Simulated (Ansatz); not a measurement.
## What a trial cell of TiC relaxes into

Theory: Ansatz, DFT PBE, scalar-relativistic, plane waves, PAW. Cutoff 420 eV, Gaussian smearing, Γ-centred meshes. Cell and atoms relax first on a coarse mesh and then on a finer one. In between, the cell is made exact in the group found at 0.06 Å. In metals the finer mesh still leaves noise of several meV/atom or more. The steps can't lower the symmetry of their start. Collinear spin is switched on along the way, since trial moments persisted in a coarse test.

The guess for TiC was made by a generator: random cell by space group and Wyckoff sites (P6/mmm, No. 191). Its size is a rough estimate.

```
Ti C
1.0
     3.95559    0.00000    0.00000
    -1.97779    3.42564    0.00000
     0.00000    0.00000    4.85329
Ti C
2 2
Direct
  0.33333 0.66667 0.00000
  0.66667 0.33333 0.00000
  0.33333 0.66667 0.50000
  0.66667 0.33333 0.50000
```

The zero of energy is the elements' standard structures at the same level; no fitted shifts are applied.

Question: Describe the relaxed structure.

Answer: The symmetry stays P6/mmm (No. 191). The volume per atom grows by 3.1 %, from 16.4 to 16.9 Å³. The shortest distance goes from 2.28 Å (C–C and Ti–Ti) to 2.10 Å (Ti–C). The ratio c/a of the conventional cell changes by a factor of 0.79. The energy falls by about 0.51 eV/atom (the start's value is from the coarse mesh). Conventional cell: a = 4.316 Å, c = 4.203 Å. Ti is surrounded by 2 C at 2.10 Å and 3 Ti at 2.49 Å; C has 2 Ti at 2.10 Å and 3 C at 2.49 Å.

Space group P6/mmm (No. 191). a = 4.316 Å, b = 4.316 Å, c = 4.203 Å, α = 90.00°, β = 90.00°, γ = 120.00°
| atom | site | symmetry | x | y | z |
| --- | --- | --- | --- | --- | --- |
| Ti | 2c | -6m2 | 0.3333 | 0.6667 | 0.0000 |
| C | 2d | -6m2 | 0.3333 | 0.6667 | 0.5000 |

Question: How does it come out in energy, and is it a metal?

Answer: The energy over the elements is +2.20 eV/atom. The gap on the 12×12×12 mesh of the 4-atom cell is 0 eV (a metal) and the net moment per atom is 0.45 μB. The moment by site is Ti 0.6 (×2) μB.

The separate elements lie lower, so it is unstable against them.

The last run used collinear spin and Gaussian smearing of 0.10 eV. The reference form of C is held partly by dispersion forces, which this level lacks. The magnetic state reached may not be the lowest. A structure relaxed within its symmetry needn't be a true minimum. In all, the 4 runs took 4.1 min on 1 thread of Arm Neoverse V2 (shared host). Another cell of TiC relaxed alike but without spin, in Fm-3m, lies 3.03 eV/atom lower, so this cell isn't the stable form at this level. Site moments count only spheres around the atoms; the net moment includes the space between them.
